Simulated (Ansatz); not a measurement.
**Ge: opening a crack plane**

Ge, Fd-3m, a = 5.761 Å. Ansatz: PBE, PAW, 420 eV, Γ-centred 17×17×6 mesh on 6 atoms, Gaussian smearing 0.15 eV; no spin polarisation. One cut on (111) per cell of 6 atoms is opened rigidly by x, between planes of Ge and Ge that stand 2.49 Å apart; y is the energy per area (14.372 Å², 1 eV/Å² = 16.02 J/m²).

| x (Å) | y (J/m²) |
| --- | --- |
| 0.00 | 0.000 |
| 0.50 | 0.478 |
| 1.00 | 1.127 |
| 2.00 | ? |
| 3.00 | 1.952 |
| 6.00 | 1.973 |

**Question.** Fit the universal binding curve y = W[1 − (1 + x/l) e^(−x/l)] to the other rows, give the peak stress, and predict the missing value.

**Answer.** Least squares gives W = 1.98 J/m² and l = 0.527 Å. The stress dy/dx peaks at x = l with W/(e l) = 13.8 GPa, for rigid faces. At x = 2.00: x/l = 3.795, y = 1.767 J/m². The run gave 1.817 J/m², so the fit is 0.050 J/m² too low, 2.5 % of the span of the series, against an rms of 0.010 J/m² on the fitted rows. One length l has to serve both the bottom of the well and the tail, and here they ask for different ones.

Cost: 6 runs of about 17 core-minutes in all, on Intel Xeon Processor @ 2.50GHz (Skylake/Cascade Lake) (shared hosts).